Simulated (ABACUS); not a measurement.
The system is SiC (Moissanite).

```xyz
4
Lattice="3.0760 0.0000 0.0000 -1.5380 2.6639 0.0000 0.0000 0.0000 5.0480" Properties=species:S:1:pos:R:3 pbc="T T T"
Si    1.5380    0.8880    2.5240
Si    0.0000    1.7759    0.0000
C     1.5380    0.8880    4.4675
C     0.0000    1.7759    1.9435
```

Base run:

| Property | Result |
| --- | --- |
| Program | ABACUS 3.10.1 |
| Functional | PBE |
| Dispersion | D2 |
| Potentials or basis | PseudoDojo NC SR 0.4.1 PBE standard |
| Cutoff | 1361 eV |
| Density cutoff | 5442 eV |
| Basis | DZP LCAO (the cutoffs set its grid) |
| k mesh | 10 × 10 × 5 |
| Occupations | fermi-dirac, width 0.05 eV |
| Spin | no spin polarisation |

Its results: band gap on the k mesh 2.49 eV, indirect (least direct gap 4.09 eV); pressure 4.4 GPa; largest force 0.876 eV/Å.

Q: The run is repeated on the same cell with these changes: dispersion from D2 to D3(BJ)+ABC. What comes out?

A: Band gap on the k mesh 2.49 eV, indirect (least direct gap 4.09 eV); pressure 3.5 GPa; largest force 0.823 eV/Å.

Caveats: the atomic orbitals were generated for these runs and aren't a published set; an odd mesh through Γ misses points on the zone boundary, where band edges often lie; the basis of atomic orbitals isn't converged, which shifts pressures, moduli and gaps.
